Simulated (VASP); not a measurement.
BaS:

```
CELL_PARAMETERS angstrom
5.38445 0.00000 0.00000
-2.69222 4.66307 0.00000
0.00000 0.00000 6.48317
ATOMIC_POSITIONS crystal
Ba 0.33333 0.66667 0.25000
Ba 0.66667 0.33333 0.75000
S 0.66667 0.33333 0.25000
S 0.33333 0.66667 0.75000
```

The cell was built by a generator and needn't be a form met in nature.

The cell isn't the ideal one: uniaxial_z strain +1.6%.

Base run:

```yaml
Program: VASP 6.6.1
Functional: r2SCAN
Potentials_or_basis: VASP PAW PBE potentials, release 64 (Ba_sv, S)
Cutoff: 520 eV
k_mesh: 6 × 6 × 4
Occupations: gaussian, width 0.01 eV
Spin: no spin polarisation
```

Its results: band gap on the k mesh 2.86 eV, indirect (least direct gap 2.97 eV); pressure -0.2 GPa.

Q: The run is repeated on the same cell with these changes: functional from r2SCAN to PBE; occupations from gaussian, width 0.01 eV to fermi-dirac, width 0.02 eV. What comes out?

A: Band gap on the k mesh 2.51 eV, indirect (least direct gap 2.62 eV); pressure -0.1 GPa.

Caveats: spin-orbit coupling is left out, which moves the levels of the heavy elements; the PAW data sets were made with another functional, which shifts forces and pressure a little (some runs).

A k mesh can miss the band edges.
